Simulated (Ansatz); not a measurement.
# How far is this Si₃C from the hull?

Theory: DFT PBE, scalar-relativistic, plane waves, PAW (Ansatz 0.2.0). All cells share a 420 eV cutoff and Γ-centred k meshes spaced at most about 0.3 Å⁻¹ (about 0.25 or finer for metals, 2π included). No spin polarisation.

The zero of energy is the elements' standard structures at the same level; no fitted shifts are applied.

All energies are static (0 K, no zero-point motion). The reference form of C is held partly by dispersion forces, which this level lacks.

The competitors are the elements and 1 reference phase of this chemical system (from databases or known types: SiC), relaxed at the same level; other known phases may be missing.

The candidate was reached from: Si and C ordered on hcp sites.

```cif
data_structure
_symmetry_space_group_name_H-M 'P-6m2'
_symmetry_Int_Tables_number 187
_cell_length_a 2.9040
_cell_length_b 2.9040
_cell_length_c 6.5489
_cell_angle_alpha 90.000
_cell_angle_beta 90.000
_cell_angle_gamma 120.000
_cell_volume 47.83
loop_
_atom_site_label
_atom_site_type_symbol
_atom_site_symmetry_multiplicity
_atom_site_Wyckoff_symbol
_atom_site_fract_x
_atom_site_fract_y
_atom_site_fract_z
_atom_site_occupancy
Si1 Si 2 h 0.33333 0.66667 0.68640 1
Si2 Si 1 e 0.66667 0.33333 0.00000 1
C1 C 1 f 0.66667 0.33333 0.50000 1
```

The lowest competing mixture at this composition:

```csv
phase,space group,source,share of atoms,ΔE_f (eV/atom)
Si,-,element,0.5000,-0.0007
SiC,P6_3mc (No. 186),Materials Project,0.5000,-0.204
```

The lowest database cell of Si (-0.0007) lies slightly below the reference, hence the non-zero entry.

Q: What are the hull's energy here, the candidate's formation energy and its margin?

A: The hull lies at -0.102 eV/atom, the weighted sum of the last column. The candidate has 0.710 eV/atom, which is 0.81 eV/atom above it. The candidate matches no cell in the subsets of the Crystallography Open Database and the Materials Project at hand. The margin is far too high for a likely synthesis. It holds Si–Si pairs (shortest 2.44 Å).
